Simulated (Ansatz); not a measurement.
# Cu: frozen-core PAW against all-electron methods

```
Cu
1.0
     0.00000    1.80750    1.86173
     1.80750    0.00000    1.86173
     1.80750    1.80750    0.00000
Cu
1
Direct
  0.00000 0.00000 0.00000
```

The cell is COD entry 5000216, as deposited and not checked against the literature; nothing was relaxed. The listed cell was then made from it by scaling, straining or moving an atom.

Methods: DFT, PBE, PAW with Ansatz's default frozen-core files, scalar-relativistic (Ansatz 0.2.0); DFT, PBE, all-electron PAW with datasets made for the crystal, scalar-relativistic (Ansatz 0.2.0); DFT, PBE, all-electron LAPW, scalar-relativistic (Ansatz 0.2.0).

For PAW: a Γ-centred 19×19×19 k mesh, Fermi–Dirac smearing of 0.08 eV, cutoff 420 eV, no spin polarisation. The crystal-made all-electron datasets (AE datasets) take a cutoff of 300 eV at this cell. LAPW targets a basis error of 0.25 meV/atom. The Ansatz runs share mesh, smearing and spin set-up. Plane-wave (PAW) pressures include the program's estimate of the Pulay term.

Stress and pressure are positive in compression.

| quantity | PAW | AE datasets | LAPW |
| --- | --- | --- | --- |
| pressure (GPa) | -2.35 | -2.37 | -2.38 |
| stress xx (GPa) | -1.84 | -1.86 | -1.86 |
| stress zz (GPa) | -3.38 | -3.40 | -3.40 |
